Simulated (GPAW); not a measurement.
A run of GPAW 26.7.0 is set up as follows.

The input run.py:

```python
from ase import Atoms
from ase.filters import FrechetCellFilter
from ase.io import write
from ase.optimize import BFGS
from gpaw import GPAW, PW, setup_paths

setup_paths.insert(0, '.')

atoms = Atoms(['Pt', 'Pt'],
              cell=[[2.7606656158, 0.0, 0.0],
                    [-1.3803328079, 2.3908065546, 0.0],
                    [0.0, 0.0, 4.792134]],
              scaled_positions=[[0.3333333333, 0.6666666667, 0.25],
                                [0.6666666667, 0.3333333333, 0.75]],
              pbc=True)

calc = GPAW(mode=PW(600),
            xc='PBEsol',
            kpts={'size': (8, 8, 4), 'gamma': True},
            occupations={'name': 'fermi-dirac', 'width': 0.05},
            nbands=29,
            convergence={'density': 1e-05, 'forces': 0.0001},
            maxiter=150,
            txt='gpaw.txt')
atoms.calc = calc
opt = BFGS(FrechetCellFilter(atoms), trajectory='relax.traj', logfile='-')
done = opt.run(fmax=0.02, steps=60)
calc.write('gs.gpw')
write('result.traj', atoms)
print('Converged:', done)
print('Cell:', atoms.cell.cellpar().round(4))
print('Volume:', round(atoms.get_volume(), 4))
print(atoms.get_scaled_positions().round(5))
```

Potentials or basis: PAW data sets generated in the run's folder for this functional, pw.

Command:

```bash
$ gpaw-setup -f PBEsol Pt
$ OMP_NUM_THREADS=1 python run.py
```

(1) Predict the band gap on the k mesh.

(2) What does it give for the relaxed volume?

(3) Estimate the relaxed cell.

Answers

(1) none (metal or under the smearing width).

(2) 15.12 Å³/atom.

(3) a = 2.741 Å, b = 2.741 Å, c = 4.649 Å, α = 90.00°, β = 90.00°, γ = 120.00°.

Caveat: later steps reuse the first step's grids.
